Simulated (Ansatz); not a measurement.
# Relaxing InSb in the rocksalt type

First guess:

```
CELL_PARAMETERS angstrom
0.00000 2.94735 2.94735
2.94735 0.00000 2.94735
2.94735 2.94735 0.00000
ATOMIC_POSITIONS crystal
In 0.00000 0.00000 0.00000
Sb 0.50000 0.50000 0.50000
```

Method: DFT, PBE, PAW with Ansatz's default frozen-core files, scalar-relativistic (Ansatz 0.2.0).

Cell and atoms relax within the symmetry of the start on a 12×12×12 k mesh with 0.08 eV Fermi–Dirac smearing.

The start is built from a prototype, known or not as a phase of this compound; the cutoff is 420 eV.

Spin–orbit coupling is left out, though it moves levels of the heavy atoms by tenths of an eV or more.

Q: What is the pressure of the first guess?

A: 8.25 GPa.

Q: What does it relax to?

A: a = 6.150 Å, b = 6.150 Å, c = 6.150 Å, α = 90.00°, β = 90.00°, γ = 90.00° (conventional cell), 29.08 Å³ per atom:
Space group Fm-3m (No. 225). a = 6.150 Å, b = 6.150 Å, c = 6.150 Å, α = 90.00°, β = 90.00°, γ = 90.00°
```json
{"atom": "In", "site": "4a", "symmetry": "m-3m", "x": "0.0000", "y": "0.0000", "z": "0.0000"}
{"atom": "Sb", "site": "4b", "symmetry": "m-3m", "x": "0.5000", "y": "0.0000", "z": "0.0000"}
```

Q: How much energy does the relaxation release?

A: 79 meV/atom.
